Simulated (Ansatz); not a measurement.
## Ga2O3: levels along high-symmetry lines

```
CELL_PARAMETERS angstrom
3.02465 0.00000 0.00000
-1.51232 2.61942 0.00000
0.00000 0.00000 7.51944
ATOMIC_POSITIONS crystal
Ga 0.33333 0.66667 0.18828
Ga 0.66667 0.33333 0.81172
O 0.00000 0.00000 0.00000
O 0.33333 0.66667 0.71345
O 0.66667 0.33333 0.28655
```

Atom numbers follow the list: Ga1, Ga2, O3, O4, O5.

The structure comes from a relaxation in the same program, started in the La2O3 type, and has space group P-3m1. Whether it is a known phase or the ground state wasn't checked.

Computed with Ansatz 0.2.0, DFT, PBE, all-electron LAPW, scalar-relativistic.

Settings: a Γ-centred 11×11×7 k mesh, Fermi–Dirac smearing of 0.08 eV, basis error target 1 meV/atom, no spin polarisation.

Points in fractions of the reciprocal vectors of this cell: Γ (0, 0, 0), M (0.5, 0, 0), K (0.333, 0.333, 0), A (0, 0, 0.5), L (0.5, 0, 0.5), H (0.333, 0.333, 0.5). The path joins them by straight lines in the order Γ–M–K–Γ–A–L–H–A–L; legs that retrace an earlier one aren't tabulated. Energies are in eV from the top of the valence band.

Q: Is there a gap, and where are the band edges?

A: 2.57 eV, indirect from the line K (0.333, 0.333, 0)–Γ to Γ (the direct gap is only 0.03 eV larger).

Q: List the levels between -20 and 10 eV at the symmetry points.

A: 
Γ: -18.47, -17.81, -16.51, -12.92 (×2), -12.88 (×2), -12.64, -12.62, -12.62 (×2), -12.58 (×2), -4.96, -2.61, -0.83 (×2), -0.83 (×2), -0.61 (×2), -0.03, 2.57, 5.38, 6.53
M: -17.22, -17.19, -16.58, -12.81, -12.80 (×2), -12.73, -12.64, -12.56, -12.50, -12.49, -12.12, -11.70, -6.41, -5.38, -4.67, -2.69, -1.91, -1.67, -1.31, -0.48, -0.28, 4.50, 7.45, 7.91, 9.91
K: -17.14 (×2), -16.48, -12.82, -12.72 (×2), -12.66, -12.61 (×3), -12.41, -11.83 (×2), -5.59 (×2), -4.74, -3.48, -3.16 (×2), -0.66 (×2), -0.56, 6.74 (×2)
A: -18.45, -17.85, -16.49, -12.92 (×2), -12.88 (×2), -12.64, -12.63, -12.62 (×2), -12.58 (×2), -5.06, -2.22, -0.85 (×2), -0.81 (×2), -0.61 (×2), -0.60, 3.18, 4.88, 6.66
L: -17.21 (×2), -16.58, -12.81, -12.80 (×2), -12.73, -12.64, -12.56, -12.50, -12.49, -12.12, -11.71, -6.44, -5.35, -4.62, -2.67, -1.95, -1.76, -1.44, -0.47, -0.12, 4.61, 7.40, 7.54
H: -17.14 (×2), -16.48, -12.82, -12.72 (×2), -12.66, -12.61 (×3), -12.41, -11.83 (×2), -5.61 (×2), -4.78, -3.41, -3.08 (×2), -0.75 (×2), -0.61, 6.77 (×2)

Kohn–Sham gaps of semilocal functionals usually fall short of measured ones.
